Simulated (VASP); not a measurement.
Wanted: the native input for a VASP 6.6.1 run.

```yaml
Task: relaxation of cell and atoms
Functional: PBE
Potentials_or_basis: VASP PAW PBE potentials, release 64 (Sb, Se)
Cutoff: 520 eV
k_mesh: 4 × 4 × 4
Occupations: gaussian, width 0.15 eV
Spin: no spin polarisation
Further_INCAR_settings: PREC = Normal; ALGO = Fast; EDIFF = 0.0001; IBRION = 2; EDIFFG = -0.08; NSW = 24; ISIF = 3
```

The structure of Sb2Se3 lies in POSCAR:

```
Sb2Se3
1.0
    2.0150000000      1.1633607900      9.8000000000
   -2.0150000000      1.1633607900      9.8000000000
    0.0000000000     -2.3267215800      9.8000000000
Sb Se
2 3
Direct
    0.3990000000      0.3990000000      0.3990000000
    0.6010000000      0.6010000000      0.6010000000
    0.7890000000      0.7890000000      0.7890000000
    0.2110000000      0.2110000000      0.2110000000
    0.0000000000      0.0000000000      0.0000000000
```

The cell was built by a generator and needn't be a form met in nature.

The input as run:

INCAR

```
ALGO = Fast
EDIFF = 1E-4
EDIFFG = -0.08
ENCUT = 520
GGA = PE
IBRION = 2
ISIF = 3
ISMEAR = 0
KPAR = 2
LASPH = True
LCHARG = False
LREAL = False
LWAVE = False
NELM = 60
NSW = 24
PREC = Normal
SIGMA = 0.15
```

KPOINTS

```
k-points
0
Gamma
  4 4 4
```

Potentials or basis: VASP PAW PBE potentials, release 64 (Sb, Se).

Run with:

```console
$ cat potpaw_PBE.64/Sb/POTCAR potpaw_PBE.64/Se/POTCAR > POTCAR
$ mpirun -np 2 vasp_std > vasp.out
```

Results of the run:

```
Relaxed volume                         : 29.19 Å³/atom
Relaxed cell                           : a = 10.464 Å, b = 10.464 Å, c = 10.464 Å, α = 22.40°, β = 22.40°, γ = 22.40°
Space group after relaxing (to 0.05 Å) : R-3m (No. 166)
Energy gained by relaxing              : 23.6 meV/atom
Ionic steps                            : 17
Pressure after relaxing                : 0.3 GPa
Largest force after relaxing           : 0.048 eV/Å
Band gap on the k mesh                 : 0.30 eV, indirect (least direct gap 0.33 eV)
```

Caveat: the k mesh is coarse (spacing up to 0.45 Å⁻¹), so the values aren't converged; spin-orbit coupling is left out, which moves the levels of the heavy elements; the relaxation stopped at a loose force limit of 0.08 eV/Å, so its end isn't a converged minimum.

Wall time 7 min on 2 MPI ranks on Intel(R) Xeon(R) Platinum 8488C (Sapphire Rapids) (shared host), peak memory 0.46 GiB a rank.
